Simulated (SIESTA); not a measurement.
## CuO (Tenorite) under changes of volume

One of the cells (10.163 Å³/atom); the others are scaled copies at fixed shape and fractional positions:

```
Cu O
1.0
     2.34465   -1.71340    0.00000
     2.34465    1.71340    0.00000
    -0.86055    0.00000    5.05944
Cu O
2 2
Direct
  0.49680 0.00320 0.50000
  0.00320 0.49680 0.00000
  0.40560 0.57140 0.75370
  0.57140 0.40560 0.25370
```

| Property | Result |
| --- | --- |
| Program | SIESTA 5.4.2 |
| Functional | PBEsol |
| Potentials or basis | PseudoDojo 0.4 standard (PBEsol files) |
| Basis | DZP (energy shift 0.003 Ry; two zetas on semicore shells) |
| Grid cutoff | 800 Ry |
| Energy shift | 0.003 Ry |
| k mesh | 10 × 10 × 5 |
| Occupations | fermi-dirac, width 0.05 eV |
| Spin | no spin polarisation |

| volume (Å³/atom) | energy over the lowest point (meV/atom) | pressure (GPa) | largest force (eV/Å) |
| --- | --- | --- | --- |
| 9.553 | ? | ? | ? |
| 9.756 | 5.88 | 6.5 | 0.917 |
| 9.959 | 0.41 | 2.3 | 0.849 |
| 10.163 | 0.00 | -1.5 | 0.783 |
| 10.366 | 3.98 | -4.7 | 0.720 |
| 10.569 | 11.88 | -7.7 | 0.700 |
| 10.772 | 23.36 | -10.3 | 0.690 |

Task: What does the run at 9.553 Å³/atom give?

Result: Energy over the lowest point 16.94 meV/atom; pressure 11.1 GPa; largest force 0.994 eV/Å.

Worked out: A Birch-Murnaghan fit of order 3 (a polynomial in V^(-2/3)) to the other rows has its minimum at 10.08 Å³/atom with B0 = V·E''(V) = 182 GPa and B' = 4.7 at fixed shape and positions, which overstates the stiffness. It gives 16.90 meV/atom at 9.553 Å³/atom, against the run's 16.94, and -dE/dV = 11.1 GPa, against 11.1.

Energies are extrapolated to zero smearing.

Caveats: short orbitals over semicore shells can move pressures by several GPa; the basis of atomic orbitals isn't converged, which shifts pressures, moduli and gaps; the run has no spin polarisation, though such a crystal can be magnetic.
